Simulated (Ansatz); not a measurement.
A relaxation computed with Ansatz, from input to last step.

```yaml
crystal:
  lattice:
    - [5.5058024402, 0.0, 0.0]
    - [-2.7529012201, 4.7681647815, 0.0]
    - [0.0, 0.0, 5.9990066661]
  atoms:
    - { symbol: Ti, position: [0.4661652244, 0.0, 0.3333333333] }
    - { symbol: Ti, position: [0.0, 0.4661652244, 0.6666666667] }
    - { symbol: Ti, position: [0.5338347756, 0.5338347756, 0.0] }
    - { symbol: O, position: [0.4189423371, 0.2717377162, 0.2136010214] }
    - { symbol: O, position: [0.7282622838, 0.1472046209, 0.5469343547] }
    - { symbol: O, position: [0.8527953791, 0.5810576629, 0.880267688] }
    - { symbol: O, position: [0.2717377162, 0.4189423371, 0.7863989786] }
    - { symbol: O, position: [0.1472046209, 0.7282622838, 0.4530656453] }
    - { symbol: O, position: [0.5810576629, 0.8527953791, 0.119732312] }
basis:
  ecutwfc: 500
kpoints:
  mp_grid: { grid: [6, 6, 4] }
hamiltonian:
  xc: r2scan
scf:
  occupations: { method: gaussian, width: 0.02 }
output:
  forces: true
  stress: true
  eigenvalues: true
relax:
  adjacent_minimum: "off"
  f_tol: 0.01
  max_steps: 30
  cell: { stress_tol: 0.1, fix: [volume] }
```

```bash
ansatz run input.yaml --threads 2 --pin off --max-ram 5120MiB --backend cpu --events-out ev --progress --plain --runs-dir out
```

Computed with Ansatz, DFT r2SCAN, scalar-relativistic, plane waves, PAW.

The volume is held at 0.97 times that of the relaxed cell.

Of 5 frames 4 are shown, positions in Å and forces in eV/Å; the SCF threshold varies from step to step. Steps run on the plane waves of an earlier cell, with a Pulay correction in the pressure. The basis is chosen afresh for the last frame, the zero of the energies, and at times for earlier ones too; energy and pressure step there, also at an unchanged geometry.

```xyz
9
Lattice="5.5058 0.0000 0.0000 -2.7529 4.7682 0.0000 0.0000 0.0000 5.9990" Properties=species:S:1:pos:R:3:forces:R:3 pbc="T T T" step=1 free_energy_over_end_meV_per_atom=6.73 pressure_GPa=4.24
Ti    2.5666    0.0000    1.9997   -0.0266    0.0000    0.0000
Ti   -1.2833    2.2228    3.9993    0.0133   -0.0230    0.0000
Ti    1.4696    2.5454    0.0000    0.0133    0.0230    0.0000
O     1.5585    1.2957    1.2814   -0.2832    0.0150    0.1772
O     3.6044    0.7019    3.2811    0.1286   -0.2528    0.1772
O     3.0957    2.7706    5.2807    0.1546    0.2377    0.1772
O     0.3428    1.9976    4.7176    0.1546   -0.2377   -0.1772
O    -1.1944    3.4725    2.7179   -0.2832   -0.0150   -0.1772
O     0.8515    4.0663    0.7183    0.1286    0.2528   -0.1772
9
Lattice="5.5068 0.0000 0.0000 -2.7534 4.7690 0.0000 0.0000 0.0000 5.9969" Properties=species:S:1:pos:R:3:forces:R:3 pbc="T T T" step=2 free_energy_over_end_meV_per_atom=2.21 pressure_GPa=2.46
Ti    2.5493    0.0000    1.9990    0.0175    0.0000    0.0000
Ti   -1.2746    2.2077    3.9979   -0.0088    0.0152    0.0000
Ti    1.4788    2.5613    0.0000   -0.0088   -0.0152    0.0000
O     1.5391    1.3127    1.2955   -0.1469    0.0260    0.1154
O     3.6004    0.6766    3.2944    0.0510   -0.1402    0.1154
O     3.1206    2.7798    5.2934    0.0960    0.1142    0.1154
O     0.3672    1.9892    4.7014    0.0960   -0.1142   -0.1154
O    -1.2143    3.4563    2.7025   -0.1469   -0.0260   -0.1154
O     0.8470    4.0924    0.7035    0.0510    0.1402   -0.1154
9
Lattice="5.5093 0.0000 0.0000 -2.7546 4.7712 0.0000 0.0000 0.0000 5.9914" Properties=species:S:1:pos:R:3:forces:R:3 pbc="T T T" step=3 free_energy_over_end_meV_per_atom=0.09 pressure_GPa=0.01
Ti    2.5320    0.0000    1.9971    0.0306    0.0000    0.0000
Ti   -1.2660    2.1928    3.9943   -0.0153    0.0265    0.0000
Ti    1.4886    2.5784    0.0000   -0.0153   -0.0265    0.0000
O     1.5170    1.3384    1.3203    0.0309    0.0084    0.0050
O     3.5917    0.6446    3.3175   -0.0227    0.0226    0.0050
O     3.1552    2.7882    5.3146   -0.0082   -0.0310    0.0050
O     0.4006    1.9830    4.6711   -0.0082    0.0310   -0.0050
O    -1.2376    3.4328    2.6739    0.0309   -0.0084   -0.0050
O     0.8370    4.1266    0.6768   -0.0227   -0.0226   -0.0050
9
Lattice="5.5083 0.0000 0.0000 -2.7541 4.7703 0.0000 0.0000 0.0000 5.9936" Properties=species:S:1:pos:R:3:forces:R:3 pbc="T T T" step=5 free_energy_over_end_meV_per_atom=0.00 pressure_GPa=0.24
Ti    2.5386    0.0000    1.9979   -0.0073    0.0000    0.0000
Ti   -1.2693    2.1985    3.9957    0.0036   -0.0063    0.0000
Ti    1.4848    2.5718    0.0000    0.0036    0.0063    0.0000
O     1.5220    1.3368    1.3232   -0.0001   -0.0005    0.0019
O     3.5896    0.6497    3.3210    0.0004    0.0002    0.0019
O     3.1508    2.7838    5.3189   -0.0004    0.0003    0.0019
O     0.3967    1.9865    4.6704   -0.0004   -0.0003   -0.0019
O    -1.2321    3.4335    2.6726   -0.0001    0.0005   -0.0019
O     0.8354    4.1206    0.6747    0.0004   -0.0002   -0.0019
```

Time: 2.3 min on 2 threads of Intel(R) Xeon(R) Processor @ 2.50GHz (Skylake/Cascade Lake), on a shared host, peak memory 0.83 GiB.